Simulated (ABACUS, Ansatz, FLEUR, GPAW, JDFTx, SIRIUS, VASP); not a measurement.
## Ni: programs and potentials compared

```
Ni
1.0
     0.00000    1.73757    1.73757
     1.73757    0.00000    1.73757
     1.73757    1.73757    0.00000
Ni
1
Direct
  0.00000 0.00000 0.00000
```

Alike in all runs: task equation of state; functional PBEsol; k mesh 13 × 13 × 13; occupations fermi-dirac, width 0.05 eV; collinear spin, starts as each program's potentials allow; no spin-orbit coupling.

```tsv
program and potentials	plane-wave cutoff (eV)	notes	equilibrium volume (Å³/atom)	bulk modulus (GPa)
ABACUS, PseudoDojo NC SR 0.4.1 PBEsol standard, plane waves	1333	-	10.38	230.8
SIRIUS, all-electron FP-LAPW, apw+lo standard	-	-	10.36	234.9
FLEUR, all-electron, FLAPW	-	-	10.38	231.5
SIRIUS, PseudoDojo 0.4.1 PBEsol standard (scalar relativistic)	1333	-	10.38	230.7
Ansatz, all-electron LAPW, scalar-relativistic	-	moment up to 0.63 μB a cell	?	?
GPAW, PAW data sets generated for this functional	600	moment up to 0.64 μB a cell; this data set often lies off other programs	10.52	234.8
VASP, PBE PAW files Ni, 520 eV	520	potentials made for PBE	10.38	228.0
JDFTx, PseudoDojo-SR-PBEsol-0.4.1-standard with smoothed tails	1333	-	10.38	230.8
```

Question: Estimate from the other rows what the run with Ansatz, all-electron LAPW, scalar-relativistic gave.

Answer: Equilibrium volume 10.38 Å³/atom; bulk modulus 231.7 GPa. The other rows, which needn't bracket it: equilibrium volume 10.36 to 10.52; bulk modulus 228.0 to 234.9.
